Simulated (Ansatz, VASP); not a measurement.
## One calculation of Sb, two programs

The input INCAR:

```
ALGO = Normal
EDIFF = 1E-6
ENCUT = 520
GGA = PE
ISIF = 2
ISMEAR = -1
LASPH = True
LCHARG = False
LREAL = False
LWAVE = False
NBANDS = 14
NELM = 100
PREC = Accurate
SIGMA = 0.1
```

The input KPOINTS:

```
k-points
0
Gamma
  7 7 9
```

The input POSCAR:

```
Sb
1.0
    4.1030624751      0.0000000000      0.0000000000
   -2.0515312375      3.5533563367      0.0000000000
    0.0000000000      0.0000000000      2.4441469963
Sb
3
Direct
    0.0000000000      0.0000000000      0.0000000000
    0.3333333333      0.6666666667      0.5000000000
    0.6666666667      0.3333333333      0.5000000000
```

Input for Ansatz:

```yaml
crystal:
  lattice:
    - [4.1030624751, 0.0, 0.0]
    - [-2.0515312375, 3.5533563367, 0.0]
    - [0.0, 0.0, 2.4441469963]
  atoms:
    - { symbol: Sb, position: [0.0, 0.0, 0.0] }
    - { symbol: Sb, position: [0.3333333333, 0.6666666667, 0.5] }
    - { symbol: Sb, position: [0.6666666667, 0.3333333333, 0.5] }
kpoints:
  mp_grid: { grid: [7, 7, 9] }
scf:
  occupations: { method: fermi_dirac, width: 0.1 }
hamiltonian:
  xc: pbe
  pseudopotentials: { kind: paw, source: ansatz }
output:
  forces: true
  stress: true
  eigenvalues: true
  write_density: true
  write_potential: true
  elf: true
  volumetric_format: npy
```

Change from the starting cell: volume scaled by 0.43, PAW files, source ansatz.

Alike in both runs: task single point; functional PBE; k mesh 7 × 7 × 9; occupations fermi-dirac, width 0.1 eV; no spin polarisation.

|  | VASP | Ansatz |
| --- | --- | --- |
| version | VASP 6.6.1 | Ansatz 0.2.0 |
| potentials or method | VASP PAW PBE potentials, release 64 (Sb) | PAW with other files of Ansatz's library (source ansatz), scalar-relativistic |
| plane-wave cutoff (eV) | 520 | 460 |
| valence electrons in the cell | 15 | 63 |

```csv
,VASP,Ansatz,Ansatz less VASP
pressure (GPa),355.0,344.3,-10.74
largest component of the traceless stress (GPa),0.33,0.44,+0.113
```

The functional is the same, so the differences come from potentials, cutoffs and numerics. The two sets of potentials don't hold the same shells in valence.

Caveats: the cell as given lies far from equilibrium; so large a pressure means that the cell lies far from this level's equilibrium, or that cutoff or potentials fall short (VASP). Spin-orbit coupling is left out, which matters for the levels of Sb.
